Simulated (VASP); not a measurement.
Crystal: Si.

```xyz
2
Lattice="4.1209 0.0000 0.0000 -2.0605 3.5688 0.0000 0.0000 0.0000 2.6548" Properties=species:S:1:pos:R:3 pbc="T T T"
Si    0.0000    2.3792    1.3274
Si    2.0605    1.1896    1.3274
```

The cell was built by a generator and needn't be a form met in nature.

Base run:

| Quantity | Value |
| --- | --- |
| Program | VASP 6.6.1 |
| Functional | revPBE |
| Potentials or basis | VASP PAW PBE potentials, release 64 (Si) |
| Cutoff | 520 eV |
| k mesh | 8 × 8 × 10 |
| Occupations | fermi-dirac, width 0.05 eV |
| Spin | no spin polarisation |

Its results: pressure 0.9 GPa.

Q: After a change of settings the same cell gave: pressure -1.2 GPa. Which change was it?
A. functional from revPBE to SCAN; further incar settings from ALGO = Normal; EDIFF = 1e-07 to ALGO = Normal; EDIFF = 1e-06
B. functional from revPBE to r2SCAN
C. functional from revPBE to AM05
D. functional from revPBE to PW91; further incar settings from ALGO = Normal; EDIFF = 1e-07 to ALGO = Normal; EDIFF = 1e-06; NBANDS = 11

A: B.

Caveats: the PAW data sets were made with another functional, which shifts forces and pressure a little.

Runs at the PBE level aren't shown here.
